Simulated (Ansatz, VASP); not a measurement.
# Mg: VASP beside Ansatz

File INCAR:

```
SYSTEM = Mg
PREC     = Accurate       ! precision mode
ENCUT    = 520            ! plane-wave cutoff, eV
EDIFF    = 1E-6           ! SCF threshold, eV
ISMEAR   = 0              ! smearing method
SIGMA    = 0.15           ! smearing width, eV
LREAL    = .False.        ! projectors in reciprocal space
LASPH    = .True.         ! aspherical terms in the spheres
NELM     = 100            ! most SCF steps
ALGO     = Normal         ! electronic algorithm
ISIF     = 2              ! what is computed and relaxed
LWAVE    = .False.        ! write WAVECAR
LCHARG   = .False.        ! write CHGCAR
NBANDS   = 7              ! bands
```

Contents of KPOINTS:

```
regular mesh
0
Gamma
  18 18 18
  0 0 0
```

Contents of POSCAR:

```
Mg
1.0
    0.0000000000      2.1320432000      2.2442560000
    2.1320432000      0.0000000000      2.2442560000
    2.1320432000      2.1320432000      0.0000000000
Mg
1
Direct
    0.0000000000      0.0000000000      0.0000000000
```

Input for Ansatz:

```yaml
crystal:
  lattice:
    - [0.0, 2.1320432, 2.244256]
    - [2.1320432, 0.0, 2.244256]
    - [2.1320432, 2.1320432, 0.0]
  atoms:
    - { symbol: Mg, position: [0.0, 0.0, 0.0] }
basis:
  ecutwfc: 420
kpoints:
  mp_grid: { grid: [18, 18, 18] }
hamiltonian:
  xc: lda
scf:
  occupations: { method: gaussian, width: 0.15 }
output:
  forces: true
  stress: true
  eigenvalues: true
```

Change from the starting cell: strain -0.050 along x and y, +0.000 along z, atoms carried along.

Alike in both runs: task single point; functional LDA; k mesh 18 × 18 × 18; occupations gaussian, width 0.15 eV; no spin polarisation.

```csv
,VASP,Ansatz
version,VASP 6.6.1,Ansatz 0.2.0
potentials or method,"VASP PAW LDA potentials, release 64 (Mg)","scalar-relativistic, plane waves, PAW"
plane-wave cutoff (eV),520,420
valence electrons in the cell,2,10
```

VASP gave:

- gap on the k mesh at the Fermi level (eV): none
- pressure (GPa): 2.6
- largest component of the traceless stress (GPa): 1.00

Estimate Ansatz's values.

gap on the k mesh at the Fermi level (eV): none; pressure (GPa): 2.9; largest component of the traceless stress (GPa): 0.99.

A gap of «none» marks a metal or a gap that the smearing closes. The two sets of potentials don't hold the same shells in valence.
